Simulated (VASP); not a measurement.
# Os (Im-3m) in VASP: settings compared, part 2 of 2

VASP 6.6.1. The steps go on from the part before.

## (5) Relaxation of cell and atoms, RPBE

INCAR

```
SYSTEM = Os
ALGO = Fast
EDIFF = 1E-7
EDIFFG = -0.005
ENCUT = 600
GGA = RP
IBRION = 2
ISIF = 3
ISMEAR = 0
LASPH = .True.
LCHARG = .False.
LREAL = .False.
LWAVE = .False.
NELM = 100
NSW = 90
PREC = Accurate
SIGMA = 0.1
```

KPOINTS

```
k-points
0
Gamma
  20 20 20
  0 0 0
```

POSCAR

```
Os
1.0
   -1.5182944900      1.5182944900      1.5182944900
    1.5182944900     -1.5182944900      1.5182944900
    1.5182944900      1.5182944900     -1.5182944900
Os
1
Direct
    0.0000000000      0.0000000000      0.0000000000
```

Potentials or basis: VASP PAW PBE potentials, release 64 (Os).

Run with:

```bash
cat potpaw_PBE.64/Os/POTCAR > POTCAR
mpirun -np 1 vasp_std > vasp.out
```

OUTCAR:

```text
SYSTEM = Os
   EDIFF = 1E-7
   EDIFFG = -0.005
   ENCUT = 600
   GGA = RP
   IBRION = 2
   ISIF = 3
   ISMEAR = 0
   LASPH = .True.
   LREAL = .False.
   NELM = 100
   NSW = 90
   PREC = Accurate

 ion  position               nearest neighbor table
   1  0.000  0.000  0.000-

  LATTYP: Found a body centered cubic cell.
 ALAT       =     3.0365889800

  Lattice vectors:

 A1 = (  -1.5182944900,   1.5182944900,   1.5182944900)
 A2 = (   1.5182944900,  -1.5182944900,   1.5182944900)
 A3 = (   1.5182944900,   1.5182944900,  -1.5182944900)

Analysis of symmetry for initial positions (statically):
=====================================================================
 Subroutine PRICEL returns:
 Original cell was already a primitive cell.

 Routine SETGRP: Setting up the symmetry group for a
 body centered cubic supercell.

 Subroutine GETGRP returns: Found 48 space group operations
 (whereof 48 operations were pure point group operations)
 out of a pool of 48 trial point group operations.

The static configuration has the point symmetry O_h .

Analysis of symmetry for dynamics (positions and initial velocities):
=====================================================================
 Subroutine PRICEL returns:
 Original cell was already a primitive cell.

 Routine SETGRP: Setting up the symmetry group for a
 body centered cubic supercell.

 Subroutine GETGRP returns: Found 48 space group operations
 (whereof 48 operations were pure point group operations)
 out of a pool of 48 trial point group operations.

The dynamic configuration has the point symmetry O_h .

 Subroutine INISYM returns: Found 48 space group operations
 (whereof 48 operations are pure point group operations),
 and found     1 'primitive' translations

----------------------------------------------------------------------------------------

                                     Primitive cell

  volume of cell :      14.0000

  direct lattice vectors                    reciprocal lattice vectors
    -1.518294490  1.518294490  1.518294490     0.000000000  0.329316877  0.329316877
     1.518294490 -1.518294490  1.518294490     0.329316877  0.000000000  0.329316877
     1.518294490  1.518294490 -1.518294490     0.329316877  0.329316877  0.000000000

  length of vectors
     2.629763198  2.629763198  2.629763198     0.465724394  0.465724394  0.465724394

  position of ions in fractional coordinates (direct lattice)
     0.000000000  0.000000000  0.000000000

  ion indices of the primitive-cell ions
   primitive index   ion index
                 1           1

----------------------------------------------------------------------------------------

 KPOINTS: k-points

Automatic generation of k-mesh.
 Grid dimensions read from file:
 generate k-points for:   20   20   20

 Generating k-lattice:

  Cartesian coordinates                     Fractional coordinates (reciprocal lattice)
     0.000000000  0.016465844  0.016465844     0.050000000  0.000000000  0.000000000
     0.016465844  0.000000000  0.016465844     0.000000000  0.050000000  0.000000000
[... 55 lines left out ...]
   LASPH  =      T    aspherical Exc in radial PAW
   ENCUT  =  600.0 eV  44.10 Ry    6.64 a.u.   5.25  5.25  5.25*2*pi/ulx,y,z
   NELM   =    100;   NELMIN=  2; NELMDL= -5     # of ELM steps
   EDIFF  = 0.1E-06   stopping-criterion for ELM
   LREAL  =      F    real-space projection
   EDIFFG = -.5E-02   stopping-criterion for IOM
   NSW    =     90    number of steps for IOM
   IBRION =      2    ionic relax: 0-MD 1-quasi-New 2-CG
   NFREE  =      1    steps in history (QN), initial steepest desc. (CG)
   ISIF   =      3    stress and relaxation
   ISYM   =      2    0-nonsym 1-usesym 2-fastsym
   POTIM  = 0.5000    time-step for ionic-motion
   TEBEG  =    0.0;   TEEND  =   0.0 temperature during run
   PSTRESS=    0.0 pullay stress
   NELECT =       8.0000    total number of electrons
   NUPDOWN=      -1.0000    fix difference up-down
   EMIN   =  10.00;   EMAX   =-10.00  energy-range for DOS
   EFERMI =   0.00;   METHOD = LEGACY
   ISMEAR =     0;   SIGMA  =   0.10  broadening in eV -4-tet -1-fermi 0-gaus
   EFERMI_NEDOS =   21; number of points for ismear=-14 and -15
   IALGO  =     68    algorithm
   IMIX   =      4    mixing-type and parameters
     AMIX     =   0.40;   BMIX     =  1.00
     AMIX_MAG =   1.60;   BMIX_MAG =  1.00
  volume/ion in A,a.u.               =      14.00        94.48
  Fermi-wavevector in a.u.,A,eV,Ry     =   1.358508  2.567208 25.110144  1.845544
  Thomas-Fermi vector in A             =   2.485335
   LORBIT       =      0    0 simple, 1 ext, 2 COOP (PROOUT), +10 PAW based schemes
   GGA     = RP    functional components
   LHFCALC =     F    Hartree Fock is set to
   AEXX    =    0.0000 exact exchange contribution
   IVDW    =     0    specifies the selected vdW correction
   LEPSILON=     F    determine dielectric tensor
   LRPA    =     F    only Hartree local field effects (RPA)
 conjugate gradient relaxation of ions
 non-spin polarized calculation
 RMM-DIIS sequential band-by-band and
 Gauss-broadening in eV      SIGMA  =   0.10
  energy-cutoff  :      600.00
  volume of cell :       14.00
 maximum number of plane-waves:       484
 NGX is ok and might be reduce to    24
   NGX = 11   NGY = 11   NGZ = 11

--------------------------------------- Ionic step        1  -------------------------------------------

 number of electron       8.0000000 magnetization

 Free energy of the ion-electron system (eV)
  ---------------------------------------------------
  ext. energy  EPLUGINS =         0.00000000
  ---------------------------------------------------
  free energy    TOTEN  =        -9.66036064 eV

  energy without entropy =       -9.65326771  energy(sigma->0) =       -9.65681418

------------------------ aborting loop because EDIFF is reached ----------------------------------------

  FORCE on cell =-STRESS in cart. coord.  units (eV):
  Direction    XX          YY          ZZ          XY          YZ          ZX
  --------------------------------------------------------------------------------------
  -------------------------------------------------------------------------------------
  Total        2.2840500      2.2840500      2.2840500      0.0000000      0.0000000     -0.0000000
  in kB      261.3895126    261.3895126    261.3895126      0.0000000      0.0000000     -0.0000000
  external PRESSURE =     261.3895126 kB  Pullay stress =       0.0000000 kB
[... 86 lines left out ...]
  FREE ENERGIE OF THE ION-ELECTRON SYSTEM (eV)
  ---------------------------------------------------
  free  energy   TOTEN  =        -9.7306899562 eV

  energy  without entropy=       -9.7230365996  energy(sigma->0) =       -9.72686328

[... ionic steps 4 to 14 ...]

--------------------------------------- Ionic step       15  -------------------------------------------

 number of electron       8.0000001 magnetization

------------------------ aborting loop because EDIFF is reached ----------------------------------------
[... 65 lines left out ...]
--------------------------------------- Ionic step       17  -------------------------------------------

 number of electron       8.0000001 magnetization

 Free energy of the ion-electron system (eV)
  ---------------------------------------------------
  ext. energy  EPLUGINS =         0.00000000
  ---------------------------------------------------
  free energy    TOTEN  =        -9.73165520 eV

  energy without entropy =       -9.72407071  energy(sigma->0) =       -9.72786296

 E-fermi :   8.8317     XC(G=0): -13.6366

 val. band max:        8.8313610361   @ k =  -0.3000   0.3000   0.1500
 cond. band min:       8.8354119031   @ k =   0.2500   0.2500   0.0500
 fundamental gap:      0.0040508670
 Fermi energy:         8.8317378031

 k-point     1 :       0.0000    0.0000    0.0000
  band No.  band energies     occupation
      1      -1.7534      2.00000
      2       5.6505      2.00000
      3       5.6505      2.00000
      4       5.6505      2.00000
      5       8.7927      1.41880
      6       8.7927      1.41878
      7      25.0167      0.00000
      8      25.0167      0.00000
[... 243 lines left out ...]
 k-point    24 :       0.2500    0.1000    0.0000
  band No.  band energies     occupation
      1       1.4383      2.00000
      2       4.3282      2.00000
      3       5.2259      2.00000
      4       8.1661      2.00000
      5       9.2342      0.00000
      6       9.6593      0.00000
      7      22.5560      0.00000
      8      24.0522      0.00000

 [... further k-points ...]
[... 5 lines left out ...]
  --------------------------------------------------------------------------------------
  -------------------------------------------------------------------------------------
  Total        0.0034798      0.0034798      0.0034798      0.0000000      0.0000000      0.0000000
  in kB        0.3733901      0.3733901      0.3733901      0.0000000      0.0000000      0.0000000
  external PRESSURE =       0.3733901 kB  Pullay stress =       0.0000000 kB
[... 16 lines left out ...]
  FREE ENERGIE OF THE ION-ELECTRON SYSTEM (eV)
  ---------------------------------------------------
  free  energy   TOTEN  =        -9.7316552004 eV

  energy  without entropy=       -9.7240707135  energy(sigma->0) =       -9.72786296

 reached required accuracy - stopping structural energy minimisation
```

CONTCAR:

```text
Os
   1.00000000000000
    -1.5512529160200272    1.5512529160200272    1.5512529160200272
     1.5512529160200272   -1.5512529160200272    1.5512529160200272
     1.5512529160200272    1.5512529160200272   -1.5512529160200272
  Os
     1
Direct
     0.0000000000000000    0.0000000000000000    0.0000000000000000

  0.00000000E+00  0.00000000E+00  0.00000000E+00
```

Wall time 75 s (1 thread of Intel Xeon 6975P-C (Granite Rapids), shared host); peak memory 0.18 GiB.

Results:

```yaml
Free_energy: -9.7317 eV
Relaxed_volume: 14.93 Å³/atom
Relaxed_cell: a = 2.687 Å, b = 2.687 Å, c = 2.687 Å, α = 109.47°, β = 109.47°, γ = 109.47°
Space_group_after_relaxing_to_0.05_Å: Im-3m (No. 229)
Energy_gained_by_relaxing: 71.3 meV/atom
Ionic_steps: 17
Pressure_after_relaxing: 0.0 GPa
Band_gap_on_the_k_mesh: none (metal or under the smearing width)
```

Step by step:
| step | energy change (eV) | largest force (eV/Å) | pressure (GPa) | volume (Å³) |
| --- | --- | --- | --- | --- |
| 1 | 0.0000 | 0.0000 | 26.14 | 14.00 |
| 2 | 0.7079 | 0.0000 | -45.68 | 19.16 |
| 3 | -0.0703 | 0.0000 | -2.62 | 15.05 |
| 4 | -0.0713 | 0.0000 | -0.25 | 14.94 |
| 5 | -0.0713 | 0.0000 | 0.19 | 14.93 |
| 6 | -0.0713 | 0.0000 | 0.19 | 14.93 |
| 7 | -0.0713 | 0.0000 | 0.17 | 14.93 |
| 8 | -0.0713 | 0.0000 | 0.17 | 14.93 |
| 9 | -0.0713 | 0.0000 | 0.17 | 14.93 |
| 10 | -0.0713 | 0.0000 | 0.17 | 14.93 |
| 11 | -0.0713 | 0.0000 | 0.17 | 14.93 |
| 12 | -0.0713 | 0.0000 | 0.16 | 14.93 |
| 13 | -0.0713 | 0.0000 | 0.16 | 14.93 |
| 14 | -0.0713 | 0.0000 | 0.16 | 14.93 |
| 15 | -0.0713 | 0.0000 | 0.13 | 14.93 |
| 16 | -0.0713 | 0.0000 | 0.10 | 14.93 |
| 17 | -0.0713 | 0.0000 | 0.04 | 14.93 |

Final structure:
```
CELL_PARAMETERS angstrom
-1.55125 1.55125 1.55125
1.55125 -1.55125 1.55125
1.55125 1.55125 -1.55125
ATOMIC_POSITIONS crystal
Os 0.00000 0.00000 0.00000
```

Caveat: the PAW data sets were made with another functional, which shifts forces and pressure a little.

## (6) Summary

| task | level | cell | k mesh | cutoff (eV) | mesh quality | gap on the mesh (eV) | pressure (GPa) | relaxed volume (Å³/atom) |
| --- | --- | --- | --- | --- | --- | --- | --- | --- |
| relaxation of cell and atoms | PBEsol | relaxed | 8 × 8 × 8 | 600 | coarse | none | 0.0 | 14.37 |
| single point | PBEsol | as given | 20 × 20 × 20 | 520 | not flagged | none | 11.2 | - |
| relaxation of cell and atoms | PBEsol | relaxed | 20 × 20 × 20 | 580 | not flagged | none | 0.0 | 14.38 |
| relaxation of cell and atoms | RPBE | relaxed | 20 × 20 × 20 | 600 | not flagged | none | 0.0 | 14.93 |

Alike in all rows: potentials or basis VASP PAW PBE potentials, release 64 (Os); no spin polarisation; smearing gaussian 0.1 eV.

Caveats: some runs use coarse meshes; the PAW data sets were made with another functional, which shifts forces and pressure a little.

Absolute energies hang on the potentials; compare differences alone.
